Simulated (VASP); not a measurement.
# CaO in VASP: one cell, several levels of theory

Aim: gap, levels, forces and stress of CaO (zincblende), under -0.9 % biaxial strain in x and y, z held at fixed geometry. Runs: PBE, r2SCAN. The results are then set beside those of Ansatz 0.2.0 for the same cell. This is a trial cell built on a prototype, not taken from a measured structure, and it needn't be the compound's ground state.

Program: VASP 6.6.1. PAW datasets, plane waves. The structure was generated, not taken from experiment, and needn't be the ground state; spin polarisation is off.

## (1) The cell

The cell comes from an earlier relaxation with r2SCAN in another program, then strained, with the atoms relaxed again.

Space group I-4m2 (No. 119), tetragonal; conventional cell a = 3.654 Å, c = 5.213 Å, 17.41 Å³ an atom. Ca has 4 O at 2.24 Å; O has 4 Ca at 2.24 Å.

As a file:

```cif
data_structure
_symmetry_space_group_name_H-M 'P 1'
_symmetry_Int_Tables_number 1
_cell_length_a 3.6705
_cell_length_b 3.6705
_cell_length_c 3.6544
_cell_angle_alpha 60.145
_cell_angle_beta 60.145
_cell_angle_gamma 59.711
_cell_volume 34.81
loop_
_atom_site_label
_atom_site_type_symbol
_atom_site_fract_x
_atom_site_fract_y
_atom_site_fract_z
_atom_site_occupancy
Ca1 Ca 0.00000 0.00000 0.00000 1
O1 O 0.25000 0.25000 0.25000 1
```

## (2) PBE

INCAR reads:

```
ENCUT = 520.000000
SIGMA = 0.020000
EDIFF = 1.00e-07
GGA = PE
PREC = Accurate
IBRION = -1
ISIF = 2
ISMEAR = -1
NBANDS = 15
NELM = 120
NSW = 0
LASPH = .TRUE.
LCHARG = .TRUE.
LELF = .TRUE.
LWAVE = .FALSE.
LREAL = .FALSE.
```

KPOINTS reads:

```
KPOINTS created by Atomic Simulation Environment
0
Gamma
8 8 8
0 0 0
```

KPOINTS_OPT reads:

```
special points
7
Reciprocal
0.0000000000 0.0000000000 0.0000000000 1
-0.5000000000 -0.5000000000 0.0000000000 1
-0.3750000000 -0.3750000000 0.2500000000 1
-0.3750000000 0.0000000000 0.3750000000 1
0.0000000000 0.0000000000 0.5000000000 1
-0.5000000000 -0.2500000000 0.2500000000 1
0.4166670000 -0.5000000000 -0.0833330000 1
```

POSCAR reads:

```
Ca O
 1.0000000000000000
     0.0000000000000000    2.5840531753999998    2.6067317416000000
     2.5840531753999998    0.0000000000000000    2.6067317416000000
     2.5840531753999998    2.5840531753999998    0.0000000000000000
 Ca  O
   1   1
Cartesian
  0.0000000000000000  0.0000000000000000  0.0000000000000000
  1.2920265876999999  1.2920265876999999  1.3033658708000000
```

The run uses the recommended PBE PAW datasets (16 valence electrons a neutral cell).

Launch:

```console
$ mpirun -np 1 vasp_std
```

Standard output, without the iteration lines:

```text
POSCAR found type information on POSCAR CaO
 POSCAR found :  2 types and       2 ions
 LDA part: xc-table for (Slater+PW92), standard interpolation
 POSCAR, INCAR and KPOINTS ok, starting setup
 FFT: planning ... GRIDC
 FFT: planning ... GRID_SOFT
 FFT: planning ... GRID
 WAVECAR not read
 entering main loop
 Start KPOINTS_OPT (optional k-point list driver)
k-point batch [1-7\7]
```

OSZICAR:

```text
N       E                     dE             d eps       ncg     rms          rms(c)
DAV:   1     0.126025898639E+03    0.12603E+03   -0.80791E+03  1770   0.105E+03
DAV:   2    -0.895159594042E+01   -0.13498E+03   -0.12582E+03  2253   0.280E+02
DAV:   3    -0.148526306768E+02   -0.59010E+01   -0.58663E+01  2015   0.607E+01
DAV:   4    -0.150642413301E+02   -0.21161E+00   -0.21147E+00  2769   0.994E+00
DAV:   5    -0.150653289511E+02   -0.10876E-02   -0.10876E-02  2001   0.859E-01    0.973E+00
DAV:   6    -0.125364972046E+02    0.25288E+01   -0.84239E+00  1973   0.253E+01    0.413E+00
DAV:   7    -0.124378126929E+02    0.98685E-01   -0.83164E-01  1973   0.845E+00    0.200E+00
DAV:   8    -0.124275824252E+02    0.10230E-01   -0.13678E-01  2337   0.381E+00    0.480E-01
DAV:   9    -0.124262641957E+02    0.13182E-02   -0.10467E-02  2024   0.948E-01    0.166E-01
DAV:  10    -0.124280581006E+02   -0.17939E-02   -0.16097E-03  1896   0.329E-01    0.566E-02
DAV:  11    -0.124282086539E+02   -0.15055E-03   -0.78502E-04  2038   0.191E-01    0.384E-02
DAV:  12    -0.124281895740E+02    0.19080E-04   -0.93698E-05  2365   0.107E-01    0.484E-03
DAV:  13    -0.124281892968E+02    0.27722E-06   -0.54518E-06  1954   0.283E-02    0.154E-03
DAV:  14    -0.124281897283E+02   -0.43158E-06   -0.95593E-07  1938   0.728E-03    0.626E-04
DAV:  15    -0.124281897475E+02   -0.19197E-07   -0.46925E-08  1894   0.242E-03
   1 F= -.12428190E+02 E0= -.12428190E+02  d E =-.518337E-11
       N       E                     dE             ncg
DAV:   1     0.714756729038E+03   -0.43806E+04      210
DAV:   2    -0.190910430545E+03   -0.90567E+03      259
DAV:   3    -0.224944464458E+03   -0.34034E+02      259
DAV:   4    -0.226328135806E+03   -0.13837E+01      294
DAV:   5    -0.226335173233E+03   -0.70374E-02      266
DAV:   6    -0.226335305413E+03   -0.13218E-03      301
DAV:   7    -0.226335306105E+03   -0.69203E-06      273
DAV:   8    -0.226335306113E+03   -0.78974E-08      189
```

The lines after F= are the extra pass for the points of KPOINTS_OPT, at fixed density; their E is not a total energy.

From OUTCAR:

```text
k-points           NKPTS =     59   k-points in BZ     NKDIM =     59   number of bands    NBANDS=     15

   NELECT =      16.0000    total number of electrons

   dimension x,y,z NGX =    28 NGY =   28 NGZ =   28
   dimension x,y,z NGXF=    56 NGYF=   56 NGZF=   56

  energy-cutoff  :      520.00
  volume of cell :       34.81
      direct lattice vectors                 reciprocal lattice vectors
     0.000000000  2.584053175  2.606731742    -0.193494470  0.193494470  0.191811068
     2.584053175  0.000000000  2.606731742     0.193494470 -0.193494470  0.191811068
     2.584053175  2.584053175  0.000000000     0.193494470  0.193494470 -0.191811068

 k-points in reciprocal lattice and weights: KPOINTS created by Atomic Simulation Env
   0.00000000  0.00000000  0.00000000       0.002
   0.12500000  0.00000000  0.00000000       0.016
   0.25000000  0.00000000  0.00000000       0.016
   0.37500000  0.00000000  0.00000000       0.016
   0.50000000  0.00000000  0.00000000       0.008
   0.12500000  0.12500000  0.00000000       0.004
   0.25000000  0.12500000  0.00000000       0.016
   0.37500000  0.12500000  0.00000000       0.016
[... 51 more k-points ...]

 E-fermi :   1.0218

 k-point     1 :       0.0000    0.0000    0.0000
  band No.  band energies     occupation
      1     -36.5140      2.00000
      2     -17.4512      2.00000
      3     -17.4512      2.00000
      4     -17.4488      2.00000
      5     -14.2602      2.00000
      6      -0.1006      2.00000
      7      -0.0934      2.00000
      8      -0.0934      2.00000
      9       3.9482      0.00000
     10       8.5707      0.00000
     11       8.6377      0.00000
     12      10.2308      0.00000
     13      10.3053      0.00000
     14      10.3053      0.00000
     15      17.2446      0.00000

 k-point     2 :       0.1250    0.0000    0.0000
  band No.  band energies     occupation
      1     -36.5068      2.00000
      2     -17.5827      2.00000
      3     -17.4593      2.00000
      4     -17.4583      2.00000
      5     -14.1309      2.00000
      6      -0.2662      2.00000
      7      -0.0537      2.00000
      8      -0.0471      2.00000
      9       4.4984      0.00000
     10       8.3996      0.00000
     11       8.4580      0.00000
     12      10.0464      0.00000
     13      10.4167      0.00000
     14      10.4559      0.00000
     15      15.6070      0.00000

 k-point     3 :       0.2500    0.0000    0.0000
  band No.  band energies     occupation
      1     -36.4894      2.00000
      2     -17.8639      2.00000
      3     -17.4793      2.00000
      4     -17.4789      2.00000
      5     -13.8641      2.00000
      6      -0.4721      2.00000
      7       0.0456      2.00000
      8       0.0572      2.00000
      9       5.6292      0.00000
     10       8.2344      0.00000
     11       8.2746      0.00000
     12       9.5903      0.00000
     13      10.5092      0.00000
     14      10.5284      0.00000
     15      13.6096      0.00000

 k-point     4 :       0.3750    0.0000    0.0000
  band No.  band energies     occupation
      1     -36.4720      2.00000
      2     -18.1075      2.00000
      3     -17.5001      2.00000
      4     -17.4983      2.00000
      5     -13.6443      2.00000
      6      -0.4852      2.00000
      7       0.1328      2.00000
      8       0.1499      2.00000
      9       6.4957      0.00000
     10       8.3450      0.00000
     11       8.3675      0.00000
     12       9.1520      0.00000
     13      10.2752      0.00000
     14      10.2769      0.00000
     15      12.6406      0.00000

 k-point     5 :       0.5000    0.0000    0.0000
  band No.  band energies     occupation
      1     -36.4647      2.00000
      2     -18.2003      2.00000
      3     -17.5087      2.00000
      4     -17.5062      2.00000
      5     -13.5642      2.00000
      6      -0.4440      2.00000
      7       0.1649      2.00000
      8       0.1846      2.00000
      9       6.7571      0.00000
     10       8.5038      0.00000
     11       8.5189      0.00000
     12       8.8939      0.00000
     13      10.0449      0.00000
     14      10.0547      0.00000
     15      12.6202      0.00000

 k-point     6 :       0.1250    0.1250    0.0000
  band No.  band energies     occupation
      1     -36.5046      2.00000
      2     -17.6035      2.00000
      3     -17.4725      2.00000
      4     -17.4725      2.00000
      5     -14.0879      2.00000
      6      -0.3583      2.00000
      7      -0.0085      2.00000
      8      -0.0085      2.00000
      9       4.6684      0.00000
     10       7.9177      0.00000
     11       8.7721      0.00000
     12      10.2726      0.00000
     13      10.3507      0.00000
     14      10.3507      0.00000
     15      16.2914      0.00000

 k-point     7 :       0.2500    0.1250    0.0000
  band No.  band energies     occupation
      1     -36.4907      2.00000
      2     -17.8176      2.00000
      3     -17.4956      2.00000
      4     -17.4949      2.00000
      5     -13.8704      2.00000
      6      -0.5327      2.00000
      7       0.0666      2.00000
      8       0.0973      2.00000
      9       5.5750      0.00000
     10       7.4945      0.00000
     11       8.7797      0.00000
     12       9.8934      0.00000
     13      10.3951      0.00000
     14      10.5796      0.00000
     15      14.5760      0.00000

 k-point     8 :       0.3750    0.1250    0.0000
  band No.  band energies     occupation
      1     -36.4733      2.00000
      2     -18.0537      2.00000
      3     -17.5292      2.00000
      4     -17.5150      2.00000
      5     -13.6423      2.00000
      6      -0.5248      2.00000
      7       0.1099      2.00000
      8       0.1989      2.00000
      9       6.3530      0.00000
     10       7.4880      0.00000
     11       8.7695      0.00000
     12       9.6146      0.00000
     13      10.2207      0.00000
     14      10.6314      0.00000
     15      13.1390      0.00000

 k-point     9 :       0.5000    0.1250    0.0000
  band No.  band energies     occupation
      1     -36.4625      2.00000
      2     -18.1831      2.00000
      3     -17.5594      2.00000
      4     -17.5194      2.00000
      5     -13.5218      2.00000
      6      -0.3993      2.00000
      7       0.1008      2.00000
      8       0.2399      2.00000
      9       6.5065      0.00000
     10       7.8249      0.00000
     11       8.6269      0.00000
     12       9.5659      0.00000
     13      10.1036      0.00000
     14      10.5338      0.00000
     15      12.7258      0.00000

 k-point    10 :      -0.3750    0.1250    0.0000
  band No.  band energies     occupation
      1     -36.4648      2.00000
      2     -18.1537      2.00000
      3     -17.5660      2.00000
      4     -17.5064      2.00000
      5     -13.5494      2.00000
      6      -0.3966      2.00000
      7       0.0851      2.00000
      8       0.2066      2.00000
      9       6.5003      0.00000
     10       8.1711      0.00000
     11       8.1979      0.00000
     12       9.4989      0.00000
     13      10.3814      0.00000
     14      10.4317      0.00000
     15      12.7643      0.00000

 k-point    11 :      -0.2500    0.1250    0.0000
  band No.  band energies     occupation
      1     -36.4787      2.00000
      2     -17.9796      2.00000
      3     -17.5422      2.00000
      4     -17.4835      2.00000
      5     -13.7175      2.00000
      6      -0.4876      2.00000
      7       0.0769      2.00000
      8       0.1143      2.00000
      9       6.1604      0.00000
     10       7.9263      0.00000
     11       8.3071      0.00000
     12       9.5706      0.00000
     13      10.4183      0.00000
     14      10.6533      0.00000
     15      13.4219      0.00000

 k-point    12 :      -0.1250    0.1250    0.0000
  band No.  band energies     occupation
      1     -36.4962      2.00000
      2     -17.7428      2.00000
      3     -17.4969      2.00000
      4     -17.4639      2.00000
      5     -13.9603      2.00000
      6      -0.4296      2.00000
      7       0.0073      2.00000
      8       0.0226      2.00000
      9       5.2289      0.00000
     10       8.0463      0.00000
     11       8.4356      0.00000
     12       9.9101      0.00000
     13      10.3462      0.00000
     14      10.6585      0.00000
     15      14.7578      0.00000

[... the tables of k-points 13 to 59 left out ...]

  Total        0.7357140      0.7357140      0.7112191      0.0000000      0.0000000     -0.0000000
  in kB       33.8602675     33.8602675     32.7329223      0.0000000      0.0000000     -0.0000000
  external PRESSURE =      33.4844858 kB  Pullay stress =       0.0000000 kB

 POSITION                                       TOTAL-FORCE (eV/Angst)
 -----------------------------------------------------------------------------------
      0.00000      0.00000      0.00000         0.000000      0.000000     -0.000000
      1.29203      1.29203      1.30337        -0.000000     -0.000000      0.000000
 -----------------------------------------------------------------------------------
    total drift:                               -0.000000     -0.000000     -0.000000

  FREE ENERGIE OF THE ION-ELECTRON SYSTEM (eV)
  ---------------------------------------------------
  free  energy   TOTEN  =       -12.4281897475 eV

  energy  without entropy=      -12.4281897475  energy(sigma->0) =      -12.42818975
```

Hardware: 1 MPI rank of Intel Xeon 6975P-C, shared host.

The levels at the points of KPOINTS_OPT are read from vasprun.xml.

Near the gap, in eV above the top of the last filled band v; c is the band after it:

| point | v−1 | v | c | c+1 |
| --- | --- | --- | --- | --- |
| Γ | -0.66 | -0.66 | 3.38 | 8.00 |
| X | 0.00 | 0.00 | 4.94 | 6.67 |
| U | -0.28 | -0.11 | 5.03 | 6.78 |
| K | -0.29 | -0.12 | 5.04 | 6.79 |
| L | -0.40 | -0.38 | 6.19 | 7.94 |
| W | -0.58 | 0.00 | 4.98 | 6.48 |

Gap with PBE: 3.38 eV, valence top at (-0.38, 0.50, 0.12), conduction bottom at Γ. Least direct gap: 4.04 eV. Pressure: 3.35 GPa; the forces vanish within 0.01 eV/Å.

Axes a, b and c in the maps are those of this run's conventional cell (a, b, c = 3.654, 3.654, 5.213 Å).

Density in a lattice plane of the grid's cell (edges 3.65 and 5.21 Å, at 0.000 of the third edge), which holds Ca and O.

Ten even steps from ' ' (0.01 e/Å³) to '@' (8.05 e/Å³):
```
##**==::                  ::==**
==--::..                  ..::--
....                          ..
                                
                                
                                
                                
                                
                                
                                
                                
                ..              
            ..::--::..          
          ..--**##**--..        
          ..==%%@@%%==..        
          ..--**##**--..        
....        ..::--::..        ..
==--::..        ..        ..::--
##**==..                  ..==**
%%##++::                  ::++##
```
Columns run along the first of these edges and rows up along the second, over one cell in 16 and 20 even steps from the bottom left corner. Atoms in the plane (fractional): Ca at (0.00, 0.00), O at (0.50, 0.25).

ELF in the same plane.

Ten even steps from ' ' (0.01) to '@' (0.82):
```
**##%%@@**..    ..    ..**@@%%##
%%%%@@%%++..          ..++%%@@%%
%%%%##++..              ..++##%%
----::..                  ..::--
                                
                                
                                
                                
            ..........          
        ..::--======--::..      
      ::--++**######**++--::    
    ..==**##@@@@@@@@@@##**==..  
    ::++##@@@@@@@@@@@@@@##++::  
    ::++%%@@@@%%**%%@@@@%%++::  
    ..==%%@@@@**--**@@@@%%==..  
--::....++@@@@%%**%%@@@@++....::
%%##==..::**@@@@@@@@@@**::..==##
%%%%##++..--##@@@@@@##--..++##%%
**##%%##--..--**##**--..--##%%##
++**%%%%**....--==--....**%%%%**
```
Columns run along the first of these edges and rows up along the second, over one cell in 16 and 20 even steps from the bottom left corner. Atoms in the plane (fractional): Ca at (0.00, 0.00), O at (0.50, 0.25).

Both are smooth fields of the valence electrons: close to the nuclei they are not physical.

The highest ELF values outside the cores: 0.83 in the shell around O, 0.6 Å from O.

(Part 1 of 2 ends here.)
